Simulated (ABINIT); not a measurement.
# WC (Qusongite) (P-6m2) in ABINIT: further runs

Aim: see how the results for WC (Qusongite) move with the level of theory and the settings. Levels: LDA, PBE. Tasks: relaxation of cell and atoms, single point.

All numbers are computed with ABINIT 10.8.3 (patched build); they aren't measurements. Logs are shortened: lines on timing, memory, paths and dates and some standing lists are left out, and cuts for length are marked. The log counts tension as positive stress, the text compression.

## 1. The crystal as given

It takes space group P-6m2 (No. 187, hexagonal). Conventional cell: a = 2.907 Å, b = 2.907 Å, c = 2.837 Å, α = 90.00°, β = 90.00°, γ = 120.00°. Around W (site symmetry -6m2) lie 6 C at 2.20 Å. Around C (site symmetry -6m2) lie 6 W at 2.20 Å.

## 2. Relaxation of cell and atoms, LDA

Input file run.abi:

```
pp_dirpath "./"
pseudos "W.upf, C.upf"

acell 2.9065 2.9065 2.8366 Angstrom
rprim
     1.0000000000     0.0000000000     0.0000000000
    -0.5000000000     0.8660254038     0.0000000000
     0.0000000000     0.0000000000     1.0000000000
ntypat 2
znucl 74 6
natom 2
typat 1 2
chkprim 0
chksymtnons 0
tolsym 1.0e-6
xred
            0.0            0.0            0.0
            2/3            1/3            1/2

ecut 41.0
ecutsm 0.5

kptopt 1
ngkpt 8 8 7
nshiftk 1
shiftk 0.0 0.0 0.0

ixc 7

nband 13
occopt 3
tsmear 0.05 eV

nstep 80
tolvrs 1.0e-12

iomode 3
prteig 0
prtebands 0
prtwf 0
prtden 0

ionmov 2
optcell 2
ntime 50
tolmxf 2.0e-5
dilatmx 1.08
```

Potentials or basis: PseudoDojo NC SR LDA v0.4.1 standard.

Run with:

```
mpirun --bind-to none -np 4 abinit run.abi > log 2>&1
```

run.abo:

```text
.Version 10.8.3 of ABINIT
 Symmetries : space group P-6 m 2 (#187); Bravais hP (primitive hexag.)
================================================================================
 Values of the parameters that define the memory need of the present run
     intxc =       0    ionmov =       2      iscf =       7    lmnmax =       8
     lnmax =       8     mgfft =      36  mpssoang =       4    mqgrid =    3001
     natom =       2  nloc_mem =       1    nspden =       1   nspinor =       1
    nsppol =       1      nsym =      12    n1xccc =    2501    ntypat =       2
    occopt =       3   xclevel =       1
       mpw =        2261          nfft =       46656          nkpt =          40
================================================================================
================================================================================

--------------------------------------------------------------------------------
------------- Echo of variables that govern the present computation ------------
--------------------------------------------------------------------------------
 -outvars: echo values of preprocessed input variables --------
            acell      5.4924889850E+00  5.4924889850E+00  5.3603971288E+00 Bohr
              amu      1.83850000E+02  1.20110000E+01
          chkprim           0
      chksymtnons           0
          dilatmx      1.08000000E+00
             ecut      4.10000000E+01 Hartree
           ecutsm      5.00000000E-01 Hartree
           ionmov           2
              ixc           7
         kptrlatt        8    0    0      0    8    0      0    0    7
          kptrlen      3.75227799E+01
            natom           2
            nband          13
            ngfft          36      36      36
             nkpt          40
            nstep          80
             nsym          12
            ntime          50
           ntypat           2
           occopt           3
          optcell           2
           prtden           0
        prtebands           0
           prteig           0
            prtwf           0
            rprim      1.0000000000E+00  0.0000000000E+00  0.0000000000E+00
                      -5.0000000000E-01  8.6602540380E-01  0.0000000000E+00
                       0.0000000000E+00  0.0000000000E+00  1.0000000000E+00
          spgroup         187
           tolmxf      2.00000000E-05
           tolsym      1.00000000E-06
           tolvrs      1.00000000E-12
           tsmear      1.83746611E-03 Hartree
            typat      1  2
           xangst      0.0000000000E+00  0.0000000000E+00  0.0000000000E+00
                       1.4532500000E+00  8.3903427871E-01  1.4183000000E+00
            xcart      0.0000000000E+00  0.0000000000E+00  0.0000000000E+00
                       2.7462444925E+00  1.5855449970E+00  2.6801985644E+00
             xred      0.0000000000E+00  0.0000000000E+00  0.0000000000E+00
                       6.6666666667E-01  3.3333333333E-01  5.0000000000E-01
            znucl       74.00000    6.00000

================================================================================

 chkinp: Checking input parameters for consistency.

================================================================================
== DATASET  1 ==================================================================

--- !DatasetInfo
iteration_state: {dtset: 1, }
dimensions: {natom: 2, nkpt: 40, mband: 13, nsppol: 1, nspinor: 1, nspden: 1, mpw: 2261, }
cutoff_energies: {ecut:  41.0, pawecutdg:  -1.0, }
electrons: {nelect:   1.80000000E+01, charge:   0.00000000E+00, occopt:   3.00000000E+00, tsmear:   1.83746611E-03, }
meta: {optdriver: 0, ionmov: 2, optcell: 2, iscf: 7, paral_kgb: 0, }
...

 Exchange-correlation functional for the present dataset will be:
  LDA: Perdew-Wang 92 LSD fit to Ceperley-Alder data - ixc=7
  J.P.Perdew and Y.Wang, PRB 45, 13244 (1992)

 Real(R)+Recip(G) space primitive vectors, cartesian coordinates (Bohr,Bohr^-1):
 R(1)=  5.4924890  0.0000000  0.0000000  G(1)=  0.1820668  0.1051163  0.0000000
 R(2)= -2.7462445  4.7566350  0.0000000  G(2)=  0.0000000  0.2102327  0.0000000
 R(3)=  0.0000000  0.0000000  5.3603971  G(3)=  0.0000000  0.0000000  0.1865533
 Unit cell volume ucvol=  1.4004448E+02 bohr^3
 Angles (23,13,12)=  9.00000000E+01  9.00000000E+01  1.20000000E+02 degrees

 getcut: wavevector=  0.0000  0.0000  0.0000  ngfft=  36  36  36
         ecut(hartree)=     47.822   => boxcut(ratio)=   2.10549

--- Pseudopotential description ------------------------------------------------
- pspini: atom type   1  psp file is ./W.upf
  74.00000  14.00000  180309                  znucl, zion, pspdat
12 -1012 3 -1 1380                            pspcod,pspxc,lmax,lloc,mmax
     nproj     2     2     2     2

- pspini: atom type   2  psp file is ./C.upf
   6.00000   4.00000  180309                  znucl, zion, pspdat
12 -1012 1 -1 1234                            pspcod,pspxc,lmax,lloc,mmax
     nproj     2     2     0     0

   2.81287878E+02                                ecore*ucvol(ha*bohr**3)
--------------------------------------------------------------------------------

================================================================================

=== [ionmov= 2] Broyden-Fletcher-Goldfarb-Shanno method (forces)
================================================================================

--- Iteration: ( 1/50) Internal Cycle: (1/1)
--------------------------------------------------------------------------------

---SELF-CONSISTENT-FIELD CONVERGENCE--------------------------------------------

--- !BeginCycle
iteration_state: {dtset: 1, itime: 1, icycle: 1, }
solver: {iscf: 7, nstep: 80, nline: 4, wfoptalg: 0, }
tolerances: {tolvrs: 1.00E-12, }
...

     iter   Etot(hartree)      deltaE(h)  residm     vres2
 ETOT  1  -81.813591810867    -8.181E+01 3.024E-01 8.448E+02
 ETOT  2  -81.725397992687     8.819E-02 3.923E-02 1.516E+03
 ETOT  3  -81.975910967405    -2.505E-01 1.477E-02 1.353E+00
 ETOT  4  -81.976273976968    -3.630E-04 6.869E-03 1.359E-01
 ETOT  5  -81.976273420671     5.563E-07 2.214E-03 1.036E-01
 ETOT  6  -81.976289607342    -1.619E-05 8.903E-04 7.786E-03
 ETOT  7  -81.976290978493    -1.371E-06 5.380E-04 9.014E-06
 ETOT  8  -81.976290979909    -1.417E-09 4.022E-04 2.300E-07
 ETOT  9  -81.976290979932    -2.341E-11 3.320E-04 2.413E-08
 ETOT 10  -81.976290979936    -3.226E-12 2.238E-04 1.812E-10
 ETOT 11  -81.976290979935     6.821E-13 1.894E-04 4.605E-12
 ETOT 12  -81.976290979936    -6.679E-13 1.220E-04 4.529E-16

 At SCF step   12       vres2   =  4.53E-16 < tolvrs=  1.00E-12 =>converged.

 Cartesian components of stress tensor (hartree/bohr^3)
  sigma(1 1)=  3.23416262E-04  sigma(3 2)=  0.00000000E+00
  sigma(2 2)=  3.23416261E-04  sigma(3 1)=  0.00000000E+00
  sigma(3 3)=  4.23529390E-04  sigma(2 1)=  0.00000000E+00

--- !ResultsGS
iteration_state: {dtset: 1, itime: 1, icycle: 1, }
comment   : Summary of ground state results
lattice_vectors:
- [  5.4924890,   0.0000000,   0.0000000, ]
- [ -2.7462445,   4.7566350,   0.0000000, ]
- [  0.0000000,   0.0000000,   5.3603971, ]
lattice_lengths: [   5.49249,    5.49249,    5.36040, ]
lattice_angles: [ 90.000,  90.000, 120.000, ] # degrees, (23, 13, 12)
lattice_volume:   1.4004448E+02
convergence: {deltae: -6.679E-13, res2:  4.529E-16, residm:  1.220E-04, diffor: null, }
etotal    :  -8.19762910E+01
entropy   :   0.00000000E+00
fermie    :   6.36073158E-01
cartesian_stress_tensor: # hartree/bohr^3
- [  3.23416262E-04,   0.00000000E+00,   0.00000000E+00, ]
- [  0.00000000E+00,   3.23416261E-04,   0.00000000E+00, ]
- [  0.00000000E+00,   0.00000000E+00,   4.23529390E-04, ]
pressure_GPa:  -1.0497E+01
xred      :
- [  0.0000E+00,   0.0000E+00,   0.0000E+00,  W]
- [  6.6667E-01,   3.3333E-01,   5.0000E-01,  C]
cartesian_forces: # hartree/bohr
[... 395 lines left out ...]
 Cartesian coordinates (xcart) [bohr]
 -3.86163790279967E-28 -2.22951768265419E-28  0.00000000000000E+00
  2.72424005527737E+00  1.57284072927981E+00  2.65426234358367E+00
 Reduced coordinates (xred)
 -9.45006760150535E-29 -4.72503380062532E-29  0.00000000000000E+00
  6.66666666666667E-01  3.33333333333333E-01  5.00000000000000E-01
 Cartesian forces (fcart) [Ha/bohr]; max,rms= 7.90722E-28 5.27148E-28 (free atoms)
  7.90721865479724E-28  4.56523481880638E-28 -0.00000000000000E+00
 -7.90721865479724E-28 -4.56523481880638E-28 -0.00000000000000E+00
 Gradient of E wrt nuclear positions in reduced coordinates (gred)
 -4.30823235704702E-27  4.00637183208253E-43 -0.00000000000000E+00
  4.30823235704702E-27 -4.00637183208253E-43  0.00000000000000E+00
 Scale of Primitive Cell (acell) [bohr]
  5.44848011055474E+00  5.44848011062817E+00  5.30852468716734E+00
 Real space primitive translations (rprimd) [bohr]
  5.44848011055474E+00  0.00000000000000E+00  0.00000000000000E+00
 -2.72424005527737E+00  4.71852218783944E+00  0.00000000000000E+00
  0.00000000000000E+00  0.00000000000000E+00  5.30852468716734E+00
 Unitary Cell Volume (ucvol) [Bohr^3]=  1.36475663004061E+02
 Angles (23,13,12)= [degrees]
  9.00000000000000E+01  9.00000000000000E+01  1.19999999999554E+02
 Lengths [Bohr]
  5.44848011055474E+00  5.44848011062817E+00  5.30852468716734E+00
 Stress tensor in cartesian coordinates (strten) [Ha/bohr^3]
 -1.87522843780874E-09  0.00000000000000E+00  0.00000000000000E+00
  0.00000000000000E+00 -1.87577117380378E-09  0.00000000000000E+00
  0.00000000000000E+00  0.00000000000000E+00 -1.39582301109803E-07
 Total energy (etotal) [Ha]= -8.19769502863979E+01

 Difference of energy with previous step (new-old):
           Absolute (Ha)=-3.44595E-09
           Relative     =-4.20356E-11

 At Broyd/MD step   5, gradients are converged :
  max grad (force/stress) = 1.3958E-05 < tolmxf= 2.0000E-05 ha/bohr (free atoms)

================================================================================

 ----iterations are completed or convergence reached----

 Mean square residual over all n,k,spin=   25.118E-14; max=  12.985E-11
 reduced coordinates (array xred) for    2 atoms
      -0.000000000000     -0.000000000000      0.000000000000
       0.666666666667      0.333333333333      0.500000000000
 rms dE/dt=  2.4874E-27; max dE/dt=  4.3082E-27; dE/dt below (all hartree)
    1      -0.000000000000      0.000000000000      0.000000000000
    2       0.000000000000      0.000000000000      0.000000000000

 cartesian coordinates (angstrom) at end:
    1     -0.00000000000000    -0.00000000000000     0.00000000000000
    2      1.44160575330391     0.83231146975028     1.40457514302959

 cartesian forces (hartree/bohr) at end:
    1      0.00000000000000     0.00000000000000    -0.00000000000000
    2     -0.00000000000000    -0.00000000000000    -0.00000000000000
 frms,max,avg= 5.2714791E-28 7.9072187E-28   0.000E+00  0.000E+00  0.000E+00 h/b

 cartesian forces (eV/Angstrom) at end:
    1      0.00000000000000     0.00000000000000    -0.00000000000000
    2     -0.00000000000000    -0.00000000000000    -0.00000000000000
 frms,max,avg= 2.7107035E-26 4.0660553E-26   0.000E+00  0.000E+00  0.000E+00 e/A
 length scales=  5.448480110555  5.448480110628  5.308524687167 bohr
              =  2.883211506608  2.883211506647  2.809150286059 angstroms
 Fermi (or HOMO) energy (hartree) =   0.65635   Average Vxc (hartree)=  -0.53583
 Eigenvalues (hartree) for nkpt=  40  k points:
 kpt#   1, nband= 13, wtk=  0.00223, kpt=  0.0000  0.0000  0.0000 (reduced coord)
  -2.06592   -0.74237   -0.73773   -0.73773    0.11701    0.48654    0.52330    0.52330
   0.65477    0.77203    0.77203    0.86119    0.86119
      occupation numbers for kpt#   1
   2.00000    2.00000    2.00000    2.00000    2.00000    2.00000    2.00000    2.00000
   1.40692    0.00000    0.00000    0.00000    0.00000
 prteigrs : prtvol=0 or 1, do not print more k-points.

--- !EnergyTerms
iteration_state     : {dtset: 1, itime: 5, icycle: 1, }
comment             : Components of total free energy in Hartree
kinetic             :  2.45400883338900E+01
hartree             :  8.58893751948881E+00
xc                  : -1.86677911581043E+01
Ewald energy        : -6.65799340301579E+01
psp_core            :  2.06108453478706E+00
local_psp           : -4.44103514085803E+01
non_local_psp       :  1.24910791974353E+01
internal            : -8.19768870112413E+01
'-kT*entropy'       : -6.32751565773004E-05
total_energy        : -8.19769502863979E+01
total_energy_eV     : -2.23070645751076E+03
band_energy         : -4.06931389284257E+00
...

 Cartesian components of stress tensor (hartree/bohr^3)
  sigma(1 1)= -1.87522844E-09  sigma(3 2)=  0.00000000E+00
  sigma(2 2)= -1.87577117E-09  sigma(3 1)=  0.00000000E+00
  sigma(3 3)= -1.39582301E-07  sigma(2 1)=  0.00000000E+00

-Cartesian components of stress tensor (GPa)         [Pressure=  1.4057E-03 GPa]
- sigma(1 1)= -5.51711254E-05  sigma(3 2)=  0.00000000E+00
- sigma(2 2)= -5.51870933E-05  sigma(3 1)=  0.00000000E+00
- sigma(3 3)= -4.10665308E-03  sigma(2 1)=  0.00000000E+00

== END DATASET(S) ==============================================================
================================================================================

 -outvars: echo values of variables after computation  --------
            acell      5.4484801106E+00  5.4484801106E+00  5.3085246872E+00 Bohr
           etotal     -8.1976950286E+01
            fcart      7.9072186548E-28  4.5652348188E-28 -0.0000000000E+00
                      -7.9072186548E-28 -4.5652348188E-28 -0.0000000000E+00
            rprim      1.0000000000E+00  0.0000000000E+00  0.0000000000E+00
                      -4.9999999999E-01  8.6602540379E-01  0.0000000000E+00
                       0.0000000000E+00  0.0000000000E+00  1.0000000000E+00
           strten     -1.8752284378E-09 -1.8757711738E-09 -1.3958230111E-07
                       0.0000000000E+00  0.0000000000E+00  0.0000000000E+00
           xangst     -2.0434907735E-28 -1.1798099482E-28  0.0000000000E+00
                       1.4416057533E+00  8.3231146975E-01  1.4045751430E+00
             xred     -9.4500676015E-29 -4.7250338006E-29  0.0000000000E+00
                       6.6666666667E-01  3.3333333333E-01  5.0000000000E-01
 Calculation completed.
```

Run time: 36 s. Hardware: 4 MPI ranks of Arm Neoverse V2, shared host; peak memory 0.28 GiB.

Results:

| Item | Value |
| --- | --- |
| Free energy | -2230.7065 eV |
| Relaxed volume | 10.11 Å³/atom |
| Relaxed cell | a = 2.883 Å, b = 2.883 Å, c = 2.809 Å, α = 90.00°, β = 90.00°, γ = 120.00° |
| Space group after relaxing (to 0.05 Å) | P-6m2 (No. 187) |
| Energy gained by relaxing | 9.0 meV/atom |
| Ionic steps | 5 |
| Pressure after relaxing | 0.0 GPa |
| Band gap on the k mesh | none (metal or under the smearing width) |

The path:
```tsv
step	energy change (eV)	largest force (eV/Å)	pressure (GPa)	volume (Å³)
1	0.0000	0.0000	-10.50	20.75
2	-0.0167	0.0000	2.86	20.09
3	-0.0179	0.0000	-0.10	20.23
4	-0.0179	0.0000	-0.01	20.22
5	-0.0179	0.0000	0.00	20.22
```

Final structure:
```
CELL_PARAMETERS angstrom
2.88321 0.00000 0.00000
-1.44161 2.49693 0.00000
0.00000 0.00000 2.80915
ATOMIC_POSITIONS crystal
W 0.00000 0.00000 0.00000
C 0.66667 0.33333 0.50000
```

The run has no spin-orbit coupling, so splittings on W are missing. Zero-point motion and thermal expansion aren't in these numbers.

(Part 1 of 2 ends here.)
